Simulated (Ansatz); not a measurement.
Method: DFT PBE, scalar-relativistic, plane waves, PAW (Ansatz). All cells share a 420 eV cutoff and Γ-centred k meshes spaced at most about 0.3 Å⁻¹ (about 0.25 or finer for metals, 2π included). No spin polarisation.

Temperature and zero-point effects are left out.

Compare these two cells of B2As3, each relaxed at this level.

1.

```
B As
1.0
     2.99977   -1.67931    0.00000
     2.99977    1.67931    0.00000
    -1.91201    0.00000    7.85285
B As
2 3
Direct
  0.86348 0.86348 0.27099
  0.05123 0.05123 0.77776
  0.40838 0.40838 0.86199
  0.50355 0.50355 0.18669
  0.84236 0.84236 0.52756
```

2.

```
B As
1.0
     1.71483    0.99006   15.62633
    -1.71483    0.99006   15.62633
     0.00000   -1.98011   15.62633
B As
4 6
Direct
  0.60454 0.60454 0.60454
  0.87865 0.87865 0.87865
  0.39547 0.39547 0.39547
  0.12135 0.12135 0.12135
  0.65054 0.65054 0.65054
  0.92380 0.92380 0.92380
  0.19776 0.19776 0.19776
  0.34946 0.34946 0.34946
  0.07620 0.07620 0.07620
  0.80224 0.80224 0.80224
```

Task: Which is lower in energy, and by how much?

Result: They are level within the accuracy (6 meV/atom apart, with cell 2 the lower in these runs). Cell 1 has space group Cm (No. 8), 15.8 Å³/atom and no gap on its mesh; cell 2 has space group R-3m (No. 166), 15.9 Å³/atom and no gap. Counting As atoms around B (those within 1.25 times the shortest such distance or 1.15 times the sum of covalent radii, 1.27 where that leaves under three), cell 1 and cell 2 both have B 4. Cell 1 holds As–As pairs (shortest 2.55 Å); cell 2 holds As–As nets (shortest 2.49 Å). Even the lower one lies +0.28 eV/atom against the reference forms of the elements (uncorrected), so neither is stable at this level. Both come from invented guesses. The lowest form computed isn't among them: it has B and As ordered on diamond sites, space group P-1 (No. 2), 15.5 Å³/atom and lies 67 meV/atom below the best shown.

The k mesh leaves some 4 meV/atom of noise in the energy of each metallic cell. Weakly bound directions are ill-defined at this level, which has no dispersion term (R-3m), and this can change margins and order among such cells. In Cm an odd number of electrons in the primitive cell allows no gap without spin; a larger cell or a magnetic state could open one. Cells relaxed within their symmetry can be saddle points. Some types were kept out of the candidates beforehand, so the set may lack a known form.
